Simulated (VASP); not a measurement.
# KF (Pm-3m) in VASP: notebook

Aim: see how the results for KF move with the level of theory and the settings. Levels: PBEsol, vdW-DF2, r2SCAN-EpsX, PBE. Tasks: QSGW0 quasiparticle levels, G0W0 quasiparticle levels, density of states, optical spectrum.

Program: VASP 6.6.1. These are calculated values, not measurements. Logs are shortened: lines on timing, memory, paths and dates and some standing lists are left out, and cuts for length are marked.

**1. The structure**

It takes space group Pm-3m (No. 221, cubic). Conventional cell: a = 3.259 Å, b = 3.259 Å, c = 3.259 Å, α = 90.00°, β = 90.00°, γ = 90.00°. Around K (site symmetry m-3m) lie 8 F at 2.82 Å. F (site symmetry m-3m) has 8 K at 2.82 Å as nearest neighbours.

The cell comes from a database or a generator and needn't be the stable form of this composition.

**2. QSGW0 quasiparticle levels, PBEsol**

POSCAR

```
KF
1.0
    3.2589550000      0.0000000000      0.0000000000
    0.0000000000      3.2589550000      0.0000000000
    0.0000000000      0.0000000000      3.2589550000
K F
1 1
Direct
    0.0000000000      0.0000000000      0.0000000000
    0.5000000000      0.5000000000      0.5000000000
```

INCAR.step1

```
SYSTEM = KF
ALGO = Normal
EDIFF = 1E-8
ENCUT = 450
GGA = PS
ISMEAR = 0
LASPH = .True.
LCHARG = .False.
LREAL = .False.
LWAVE = .True.
NELM = 80
PREC = Accurate
SIGMA = 0.01
```

INCAR.step2

```
SYSTEM = KF
ALGO = Exact
EDIFF = 1E-8
ENCUT = 450
GGA = PS
ISMEAR = 0
ISTART = 1
LASPH = .True.
LCHARG = .False.
LOPTICS = .True.
LREAL = .False.
LWAVE = .True.
NBANDS = 68
NELM = 1
PREC = Accurate
SIGMA = 0.01
```

INCAR.step3

```
SYSTEM = KF
ALGO = QPGW0
EDIFF = 1E-8
ENCUT = 450
ENCUTGW = 120
GGA = PS
ISMEAR = 0
ISTART = 1
LASPH = .True.
LCHARG = .False.
LREAL = .False.
LWAVE = .False.
NBANDS = 68
NBANDSGW = 20
NELMGW = 4
NOMEGA = 48
PREC = Accurate
PRECFOCK = Fast
SIGMA = 0.01
```

KPOINTS

```
k-points
0
Gamma
  4 4 4
  0 0 0
```

Potentials or basis: VASP PAW PBE potentials, release 64 (K_sv_GW, F_GW).

The run is started by

```bash
cat potpaw_PBE.64/K_sv_GW/POTCAR potpaw_PBE.64/F_GW/POTCAR > POTCAR
cp INCAR.step1 INCAR
mpirun -np 1 vasp_std > vasp.out
cp INCAR.step2 INCAR
mpirun -np 1 vasp_std > vasp.out
cp INCAR.step3 INCAR
mpirun -np 1 vasp_std > vasp.out
```

OUTCAR:

```text
SYSTEM = KF
   EDIFF = 1E-8
   ENCUT = 450
   ENCUTGW = 120
   GGA = PS
   ISMEAR = 0
   ISTART = 1
   LASPH = .True.
   LREAL = .False.
   NELMGW = 4
   PREC = Accurate
   PRECFOCK = Fast

 ion  position               nearest neighbor table
   1  0.000  0.000  0.000-
   2  0.500  0.500  0.500-

  LATTYP: Found a simple cubic cell.
 ALAT       =     3.2589550000

  Lattice vectors:

 A1 = (   3.2589550000,   0.0000000000,   0.0000000000)
 A2 = (   0.0000000000,   3.2589550000,   0.0000000000)
 A3 = (   0.0000000000,   0.0000000000,   3.2589550000)

Analysis of symmetry for initial positions (statically):
=====================================================================
 Subroutine PRICEL returns:
 Original cell was already a primitive cell.

 Routine SETGRP: Setting up the symmetry group for a
 simple cubic supercell.

 Subroutine GETGRP returns: Found 48 space group operations
 (whereof 48 operations were pure point group operations)
 out of a pool of 48 trial point group operations.

The static configuration has the point symmetry O_h .

Analysis of symmetry for dynamics (positions and initial velocities):
=====================================================================
 Subroutine PRICEL returns:
 Original cell was already a primitive cell.

 Routine SETGRP: Setting up the symmetry group for a
 simple cubic supercell.

 Subroutine GETGRP returns: Found 48 space group operations
 (whereof 48 operations were pure point group operations)
 out of a pool of 48 trial point group operations.

The dynamic configuration has the point symmetry O_h .

 Subroutine INISYM returns: Found 48 space group operations
 (whereof 48 operations are pure point group operations),
 and found     1 'primitive' translations

----------------------------------------------------------------------------------------

                                     Primitive cell

  volume of cell :      34.6127

  direct lattice vectors                    reciprocal lattice vectors
     3.258955000  0.000000000  0.000000000     0.306846827  0.000000000  0.000000000
     0.000000000  3.258955000  0.000000000     0.000000000  0.306846827  0.000000000
     0.000000000  0.000000000  3.258955000     0.000000000  0.000000000  0.306846827

  length of vectors
     3.258955000  3.258955000  3.258955000     0.306846827  0.306846827  0.306846827
[... 37 lines left out ...]
            Coordinates               Weight
  0.000000  0.000000  0.000000      1.000000
  0.250000  0.000000  0.000000      6.000000
  0.500000  0.000000  0.000000      3.000000
  0.250000  0.250000  0.000000     12.000000
  0.500000  0.250000  0.000000     12.000000
  0.500000  0.500000  0.000000      3.000000
  0.250000  0.250000  0.250000      8.000000
  0.500000  0.250000  0.250000     12.000000
  0.500000  0.500000  0.250000      6.000000
  0.500000  0.500000  0.500000      1.000000
   k-points           NKPTS =     10   k-points in BZ     NKDIM =     64   number of bands    NBANDS=     68
   number of dos      NEDOS =    301   number of ions     NIONS =      2
   total plane-waves  NPLWV =  13824
   dimension x,y,z NGX =    24 NGY =   24 NGZ =   24
   dimension x,y,z NGXF=    48 NGYF=   48 NGZF=   48
   ions per type =               1   1
   NGX,Y,Z   is equivalent  to a cutoff of  12.24, 12.24, 12.24 a.u.
   NGXF,Y,Z  is equivalent  to a cutoff of  24.49, 24.49, 24.49 a.u.
 SYSTEM =  KF
   PREC   = accura    normal or accurate (medium, high low for compatibility)
   ISTART =      1    job   : 0-new  1-cont  2-samecut
   ICHARG =      0    charge: 1-file 2-atom 10-const
   ISPIN  =      1    spin polarized calculation?
   LNONCOLLINEAR =      F non collinear calculations
   LSORBIT =      F    spin-orbit coupling
   LASPH  =      T    aspherical Exc in radial PAW
   ENCUT  =  450.0 eV  33.07 Ry    5.75 a.u.   5.64  5.64  5.64*2*pi/ulx,y,z
   NELM   =     60;   NELMIN=  2; NELMDL=  0     # of ELM steps
   EDIFF  = 0.1E-07   stopping-criterion for ELM
   LREAL  =      F    real-space projection
   EDIFFG = 0.1E-06   stopping-criterion for IOM
   NSW    =      0    number of steps for IOM
   IBRION =     -1    ionic relax: 0-MD 1-quasi-New 2-CG
   NFREE  =      0    steps in history (QN), initial steepest desc. (CG)
   ISIF   =      0    stress and relaxation
   ISYM   =      3    0-nonsym 1-usesym 2-fastsym
   POTIM  = 0.5000    time-step for ionic-motion
   TEBEG  =    0.0;   TEEND  =   0.0 temperature during run
   PSTRESS=    0.0 pullay stress
   NELECT =      16.0000    total number of electrons
   NUPDOWN=      -1.0000    fix difference up-down
   EMIN   =  10.00;   EMAX   =-10.00  energy-range for DOS
   EFERMI =   0.00;   METHOD = LEGACY
   ISMEAR =     0;   SIGMA  =   0.01  broadening in eV -4-tet -1-fermi 0-gaus
   EFERMI_NEDOS =   21; number of points for ismear=-14 and -15
   IALGO  =     38    algorithm
   IMIX   =      4    mixing-type and parameters
     AMIX     =   0.40;   BMIX     =  1.00
     AMIX_MAG =   1.60;   BMIX_MAG =  1.00
  volume/ion in A,a.u.               =      17.31       116.79
  Fermi-wavevector in a.u.,A,eV,Ry     =   1.265814  2.392041 21.800402  1.602284
  Thomas-Fermi vector in A             =   2.399047
   LORBIT       =      0    0 simple, 1 ext, 2 COOP (PROOUT), +10 PAW based schemes
   GGA     = PS    functional components
   LHFCALC =     T    Hartree Fock is set to
   PRECFOCK=fast      Normal, Fast or Accurate (Low or Medium for compatibility)
   ENCUT4O =  -1.0   cutoff for four orbital integrals eV
   NKREDX  =     1    reduce k-point grid by
   NKREDY  =     1    reduce k-point grid by
   NKREDZ  =     1    reduce k-point grid by
   AEXX    =    1.0000 exact exchange contribution
   HFSCREEN=    0.0000 screening length (either q_TF or 0.3 A-1)
   HFSCREENC=   0.0000 screening length for correlation (either q_TF or 0.3 A-1)
   ENCUTFOCK=  -1.0 apply spherical cutoff to Coloumb kernel
   IVDW    =     0    specifies the selected vdW correction
   LEPSILON=     F    determine dielectric tensor
   LRPA    =     F    only Hartree local field effects (RPA)
   LRPAFORCE           =     F    calculate RPA forces
   ENCUTGW             = 120.0    cutoff for response function in eV
   ENCUTGWSOFT         =  96.0    soft cutoff for Coulomb kernel in GW response function in eV
   ENCUTLF             =  -1.0    cutoff for local field effects
   NELMGW              =     4    number of iterations in solving QP/BSE equation
   NELMHF              =     1    number of iterations in the inner HF iteration
   NKREDLFX            =     1    NKREDLFY  =   1   NKREDLFZ  =   1
 non-spin polarized calculation
 Gauss-broadening in eV      SIGMA  =   0.01
  energy-cutoff  :      450.00
  volume of cell :       34.61
 maximum number of plane-waves:       768
 NGX is ok and might be reduce to    24
  NGX = 14; NGY = 14; NGZ = 14
   NGX = 11   NGY = 11   NGZ = 11
 maximum number of plane-waves:       112
 NGX is ok and might be reduce to    14

 QP shifts <psi_nk| G(iteration)W_0 |psi_nk>: iteration 1
 for sc-GW calculations column KS-energies equals QP-energies in previous step
 and V_xc(KS)=  KS-energies - (<T + V_ion + V_H > + <T+V_H+V_ion>^1  + <V_x>^1)

 k-point   1 :       0.0000    0.0000    0.0000
  band No.  KS-energies  QP-energies   sigma(KS)   V_xc(KS)     V^pw_x(r,r')   Z            occupation Imag(sigma)

      1     -26.3649     -28.3939     -21.3757     -18.1846     -30.5897       0.6358       2.0000       0.7684
      2     -18.3290     -21.9856     -27.8479     -22.5870     -36.8065       0.6951       2.0000       0.8053
      3      -9.4525     -12.6510     -21.8631     -18.0194     -24.8979       0.8321       2.0000       0.1200
      4      -9.4525     -12.6510     -21.8631     -18.0194     -24.8979       0.8321       2.0000       0.1200
      5      -9.4525     -12.6510     -21.8631     -18.0194     -24.8979       0.8321       2.0000       0.1200
      6       0.3942      -1.7819     -24.5437     -21.7468     -29.5827       0.7780       2.0000       0.1533
[... 1191 lines left out ...]
      6      -3.6723      -3.7244      -3.7194      -3.7331       0.7744       2.0000
[... 12 lines left out ...]
     19      27.4913      27.4680      27.4670      27.4621       0.8323       0.0000
     20      27.4913      27.4680      27.4670      27.4621       0.8323       0.0000
```

OUTCAR.step2:

```text
SYSTEM = KF
   EDIFF = 1E-8
   ENCUT = 450
   GGA = PS
[... 771 lines left out ...]
  --------------------------------------------------------------------------------------------------------------
     0.00000     2.26490     2.26490     2.26490     0.00000    -0.00000    -0.00000
     1.31675     2.27873     2.27873     2.27873     0.00000    -0.00000    -0.00000
     2.63351     2.32418     2.32418     2.32418     0.00000    -0.00000    -0.00000
     3.95026     2.41584     2.41584     2.41584     0.00000    -0.00000    -0.00000
     5.26702     2.61301     2.61301     2.61301     0.00000    -0.00000    -0.00000
     6.58377     2.64858     2.64858     2.64858    -0.00000    -0.00000    -0.00000
[... 92 lines left out ...]
   129.04190     0.96770     0.96770     0.96770    -0.00000     0.00000     0.00000
   130.35865     0.96843     0.96843     0.96843    -0.00000     0.00000     0.00000
```

It took 9.9 min on 1 thread of Intel Xeon Platinum 8375C at 2.90GHz (Ice Lake), shared host; peak memory 0.42 GiB.

The run converged, but a check on its numbers failed (symmetry, net force, bounds or a known fault of this set-up), so they aren't taken as properties of the crystal.

Caveat: the k mesh is coarse (spacing up to 0.48 Å⁻¹), so the values aren't converged; the cutoff lies under the usual one of these potentials, so the numbers hold a large basis-set error; bands, screening cutoff and mesh are small and nothing is extrapolated, so the quasiparticle values aren't converged.

**3. G0W0 quasiparticle levels, PBEsol**

POSCAR is that of step 2.

INCAR.step1

```
SYSTEM = KF
ALGO = Normal
EDIFF = 1E-8
ENCUT = 450
GGA = PS
ISMEAR = 0
LASPH = .TRUE.
LCHARG = .FALSE.
LREAL = .FALSE.
LWAVE = .TRUE.
NELM = 80
PREC = Accurate
SIGMA = 0.01
```

INCAR.step2

```
SYSTEM = KF
ALGO = Exact
EDIFF = 1E-8
ENCUT = 450
GGA = PS
ISMEAR = 0
ISTART = 1
LASPH = .TRUE.
LCHARG = .FALSE.
LOPTICS = .TRUE.
LREAL = .FALSE.
LWAVE = .TRUE.
NBANDS = 230
NELM = 1
PREC = Accurate
SIGMA = 0.01
```

INCAR.step3

```
SYSTEM = KF
ALGO = EVGW0
EDIFF = 1E-8
ENCUT = 450
ENCUTGW = 200
GGA = PS
ISMEAR = 0
ISTART = 1
LASPH = .TRUE.
LCHARG = .FALSE.
LREAL = .FALSE.
LWAVE = .FALSE.
NBANDS = 230
NBANDSGW = 16
NELMGW = 1
NOMEGA = 64
PREC = Accurate
PRECFOCK = Fast
SIGMA = 0.01
```

KPOINTS

```
k-points
0
G
  5 5 5
  0 0 0
```

Potentials or basis: VASP PAW PBE potentials, release 64 (K_sv_GW, F_GW).

The run is started by

```bash
cat potpaw_PBE.64/K_sv_GW/POTCAR potpaw_PBE.64/F_GW/POTCAR > POTCAR
cp INCAR.step1 INCAR
mpirun -np 1 vasp_std > vasp.out
cp INCAR.step2 INCAR
mpirun -np 1 vasp_std > vasp.out
cp INCAR.step3 INCAR
mpirun -np 1 vasp_std > vasp.out
```

OUTCAR:

```text
SYSTEM = KF
   EDIFF = 1E-8
   ENCUT = 450
   ENCUTGW = 200
   GGA = PS
   ISMEAR = 0
   ISTART = 1
   LASPH = .TRUE.
   LREAL = .FALSE.
   NELMGW = 1
   PREC = Accurate
   PRECFOCK = Fast

 ion  position               nearest neighbor table
   1  0.000  0.000  0.000-
   2  0.500  0.500  0.500-

  LATTYP: Found a simple cubic cell.
 ALAT       =     3.2589550000

  Lattice vectors:

 A1 = (   3.2589550000,   0.0000000000,   0.0000000000)
 A2 = (   0.0000000000,   3.2589550000,   0.0000000000)
 A3 = (   0.0000000000,   0.0000000000,   3.2589550000)

Analysis of symmetry for initial positions (statically):
=====================================================================
 Subroutine PRICEL returns:
 Original cell was already a primitive cell.

 Routine SETGRP: Setting up the symmetry group for a
 simple cubic supercell.

 Subroutine GETGRP returns: Found 48 space group operations
 (whereof 48 operations were pure point group operations)
 out of a pool of 48 trial point group operations.

The static configuration has the point symmetry O_h .

Analysis of symmetry for dynamics (positions and initial velocities):
=====================================================================
 Subroutine PRICEL returns:
 Original cell was already a primitive cell.

 Routine SETGRP: Setting up the symmetry group for a
 simple cubic supercell.

 Subroutine GETGRP returns: Found 48 space group operations
 (whereof 48 operations were pure point group operations)
 out of a pool of 48 trial point group operations.

[... 79 lines left out ...]
   ISPIN  =      1    spin polarized calculation?
   LNONCOLLINEAR =      F non collinear calculations
   LSORBIT =      F    spin-orbit coupling
   LASPH  =      T    aspherical Exc in radial PAW
   ENCUT  =  450.0 eV  33.07 Ry    5.75 a.u.   5.64  5.64  5.64*2*pi/ulx,y,z
   NELM   =     60;   NELMIN=  2; NELMDL=  0     # of ELM steps
   EDIFF  = 0.1E-07   stopping-criterion for ELM
   LREAL  =      F    real-space projection
   EDIFFG = 0.1E-06   stopping-criterion for IOM
   NSW    =      0    number of steps for IOM
   IBRION =     -1    ionic relax: 0-MD 1-quasi-New 2-CG
   NFREE  =      0    steps in history (QN), initial steepest desc. (CG)
   ISIF   =      0    stress and relaxation
   ISYM   =      3    0-nonsym 1-usesym 2-fastsym
   POTIM  = 0.5000    time-step for ionic-motion
   TEBEG  =    0.0;   TEEND  =   0.0 temperature during run
   PSTRESS=    0.0 pullay stress
   NELECT =      16.0000    total number of electrons
   NUPDOWN=      -1.0000    fix difference up-down
   EMIN   =  10.00;   EMAX   =-10.00  energy-range for DOS
   EFERMI =   0.00;   METHOD = LEGACY
   ISMEAR =     0;   SIGMA  =   0.01  broadening in eV -4-tet -1-fermi 0-gaus
   EFERMI_NEDOS =   21; number of points for ismear=-14 and -15
   IALGO  =     38    algorithm
   IMIX   =      4    mixing-type and parameters
     AMIX     =   0.40;   BMIX     =  1.00
     AMIX_MAG =   1.60;   BMIX_MAG =  1.00
  volume/ion in A,a.u.               =      17.31       116.79
  Fermi-wavevector in a.u.,A,eV,Ry     =   1.265814  2.392041 21.800402  1.602284
  Thomas-Fermi vector in A             =   2.399047
   LORBIT       =      0    0 simple, 1 ext, 2 COOP (PROOUT), +10 PAW based schemes
   GGA     = PS    functional components
   LHFCALC =     T    Hartree Fock is set to
   PRECFOCK=fast      Normal, Fast or Accurate (Low or Medium for compatibility)
   ENCUT4O =  -1.0   cutoff for four orbital integrals eV
   NKREDX  =     1    reduce k-point grid by
   NKREDY  =     1    reduce k-point grid by
   NKREDZ  =     1    reduce k-point grid by
   AEXX    =    1.0000 exact exchange contribution
   HFSCREEN=    0.0000 screening length (either q_TF or 0.3 A-1)
   HFSCREENC=   0.0000 screening length for correlation (either q_TF or 0.3 A-1)
   ENCUTFOCK=  -1.0 apply spherical cutoff to Coloumb kernel
   IVDW    =     0    specifies the selected vdW correction
   LEPSILON=     F    determine dielectric tensor
   LRPA    =     F    only Hartree local field effects (RPA)
   LRPAFORCE           =     F    calculate RPA forces
   ENCUTGW             = 200.0    cutoff for response function in eV
   ENCUTGWSOFT         = 160.0    soft cutoff for Coulomb kernel in GW response function in eV
   ENCUTLF             =  -1.0    cutoff for local field effects
   NELMGW              =     1    number of iterations in solving QP/BSE equation
   NELMHF              =     1    number of iterations in the inner HF iteration
   NKREDLFX            =     1    NKREDLFY  =   1   NKREDLFZ  =   1
 non-spin polarized calculation
 Gauss-broadening in eV      SIGMA  =   0.01
  energy-cutoff  :      450.00
  volume of cell :       34.61
 maximum number of plane-waves:       772
 NGX is ok and might be reduce to    24
  NGX = 14; NGY = 14; NGZ = 14
   NGX = 11   NGY = 11   NGZ = 11
 maximum number of plane-waves:       251

 QP shifts <psi_nk| G(iteration)W_0 |psi_nk>: iteration 1
 for sc-GW calculations column KS-energies equals QP-energies in previous step
 and V_xc(KS)=  KS-energies - (<T + V_ion + V_H > + <T+V_H+V_ion>^1  + <V_x>^1)

 k-point   1 :       0.0000    0.0000    0.0000
  band No.  KS-energies  QP-energies   sigma(KS)   V_xc(KS)     V^pw_x(r,r')   Z            occupation Imag(sigma)

      1     -26.3648     -28.5047     -21.6494     -18.1846     -30.5891       0.6176       2.0000       0.6144
      2     -18.3288     -21.8168     -27.6429     -22.5868     -36.8054       0.6899       2.0000       0.6888
      3      -9.4523     -12.9708     -22.2438     -18.0193     -24.8894       0.8329       2.0000       0.0746
      4      -9.4523     -12.9708     -22.2438     -18.0193     -24.8894       0.8329       2.0000       0.0746
      5      -9.4523     -12.9708     -22.2438     -18.0193     -24.8894       0.8329       2.0000       0.0746
      6       0.3945      -2.0146     -24.8556     -21.7466     -29.5688       0.7749       2.0000       0.1007
[... 175 lines left out ...]
      2     -18.1818     -21.6416     -27.8899     -22.8349     -37.0692       0.6844       2.0000       0.6623
      3     -10.0212     -13.5966     -21.7138     -17.4125     -24.4057       0.8312       2.0000       0.0827
      4      -9.9951     -13.5757     -21.7499     -17.4496     -24.4215       0.8326       2.0000       0.0762
      5      -9.9951     -13.5757     -21.7499     -17.4496     -24.4215       0.8326       2.0000       0.0762
      6      -0.4810      -2.9918     -23.0392     -19.7820     -27.5750       0.7708       2.0000       0.1068
[... 8 lines left out ...]
     15      17.5577      20.4789      -9.6811     -13.1725      -5.5141       0.8367       0.0000      -0.1381
     16      17.5577      20.4789      -9.6811     -13.1725      -5.5141       0.8367       0.0000      -0.1381
```

OUTCAR.step1:

```text
SYSTEM = KF
   EDIFF = 1E-8
   ENCUT = 450
   GGA = PS
   ISMEAR = 0
   LASPH = .TRUE.
   LREAL = .FALSE.
[... 355 lines left out ...]
      0.00000      0.00000      0.00000         0.000000      0.000000      0.000000
      1.62948      1.62948      1.62948         0.000000      0.000000      0.000000
 -----------------------------------------------------------------------------------
    total drift:                                0.000000      0.000000     -0.000000

  FREE ENERGIE OF THE ION-ELECTRON SYSTEM (eV)
  ---------------------------------------------------
  free  energy   TOTEN  =       -10.7721535264 eV

  energy  without entropy=      -10.7721535264  energy(sigma->0) =      -10.77215353
```

OUTCAR.step2:

```text
SYSTEM = KF
   EDIFF = 1E-8
   ENCUT = 450
   GGA = PS
[... 771 lines left out ...]
  --------------------------------------------------------------------------------------------------------------
     0.00000     2.27035     2.27035     2.27035    -0.00000    -0.00000     0.00000
     2.66425     2.32988     2.32988     2.32988    -0.00000    -0.00000     0.00000
     5.32850     2.61764     2.61764     2.61764    -0.00000    -0.00000     0.00000
     7.99275     3.02665     3.02665     3.02665    -0.00000    -0.00000     0.00000
    10.65699     1.68182     1.68182     1.68182     0.00000     0.00000    -0.00000
    13.32124     1.26374     1.26374     1.26374     0.00000    -0.00000     0.00000
[... 92 lines left out ...]
   261.09636     0.99104     0.99104     0.99104     0.00000     0.00000    -0.00000
   263.76061     0.99123     0.99123     0.99123     0.00000     0.00000    -0.00000
```

Wall time 11 min (1 thread of AMD EPYC 7R13 (Zen 3), shared host); peak memory 0.67 GiB.

The run converged, but a check on its numbers failed (symmetry, net force, bounds or a known fault of this set-up), so they aren't taken as properties of the crystal.

Caveat: the cutoff lies under the usual one of these potentials, so the numbers hold a large basis-set error; bands, screening cutoff and mesh are small and nothing is extrapolated, so the quasiparticle values aren't converged; an odd mesh through Γ misses points on the zone boundary, where band edges often lie.

(Continued in part 2 of 3.)
